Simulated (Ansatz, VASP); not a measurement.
Two plane-wave programs on CaO

```xyz
2
Lattice="2.9032 0.0000 0.0000 0.0000 2.9032 0.0000 0.0000 0.0000 2.9032" Properties=species:S:1:pos:R:3 pbc="T T T"
Ca    0.0000    0.0000    0.0000
O     1.4516    1.4516    1.4516
```

The cell was built by a generator and needn't be a form met in nature.

Alike in both runs: task single point; functional HSE06; k mesh 4 × 4 × 4; no spin polarisation.

```csv
,VASP,Ansatz
version,VASP 6.6.1,Ansatz 0.2.0
potentials or method,"VASP PAW PBE potentials, release 64 (Ca_sv, O)","plane waves, PAW"
plane-wave cutoff (eV),520,420
occupations,"gaussian, width 0.01 eV",fixed
valence electrons in the cell,16,16
```

|  | VASP | Ansatz | Ansatz less VASP |
| --- | --- | --- | --- |
| gap on the k mesh at the Fermi level (eV) | 4.47 | 4.47 | +0.006 |
| pressure (GPa) | 1.3 | 0.5 | -0.77 |

Ansatz warned: «stress_exchange_threshold_loose».

Caveats: the k mesh is coarse (spacing up to 0.54 Å⁻¹), so the values aren't converged, least of all with exact exchange; the PAW data sets were made with another functional, which shifts forces and pressure a little (VASP). A k mesh can miss the band edges.
